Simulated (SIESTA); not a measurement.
Runs of SIESTA 5.4.2 on HfN. It takes space group Fm-3m (No. 225, cubic). The conventional cell has a = 4.512 Å, b = 4.512 Å, c = 4.512 Å, α = 90.00°, β = 90.00°, γ = 90.00°. Around Hf (site symmetry m-3m) lie 6 N at 2.26 Å. Around N (site symmetry m-3m) lie 6 Hf at 2.26 Å. 

```csv
task,level,potentials or basis,cell,force tolerance,optimiser,gap on the mesh (eV),pressure (GPa),relaxed volume (Å³/atom)
band structure,PBE,"PseudoDojo 0.4 standard (PBE files), TZDP (energy shift 0.003 Ry; two zetas on semicore shells)",as given,-,-,none,(a),-
band structure,PBE,"PseudoDojo 0.4 standard (PBE files), DZP (energy shift 0.003 Ry; two zetas on semicore shells)",as given,-,-,none,10.3,-
relaxation of cell and atoms,AM05,"PseudoDojo 0.4 standard (PBEsol files), DZP (energy shift 0.003 Ry; two zetas on semicore shells)",relaxed,0.01 eV/Å,-,none,0.0,11.51
relaxation of cell and atoms,PBE,"PseudoDojo 0.4 standard (PBE files), TZDP (energy shift 0.003 Ry; two zetas on semicore shells)",relaxed,0.01 eV/Å,Broyden,none,0.0,11.86
```

Alike in all rows: no spin polarisation; k mesh 10 × 10 × 10; smearing fermi-dirac 0.05 eV; grid cutoff 800 Ry; energy shift 0.003 Ry.

**Question.** Estimate the missing entries.

**Answer.** (a) 8.9.

Caveats: short orbitals over semicore shells can move pressures by several GPa; the basis of atomic orbitals isn't converged, which shifts pressures, moduli and gaps; spin-orbit coupling is left out, which moves the levels of the heavy elements (some runs); the potentials were made for another functional, which shifts forces and pressure (some runs).

A k mesh can miss the band edges, and the runs leave out spin-orbit coupling on Hf.

A gap of «none» marks a metal or a gap under the smearing width.
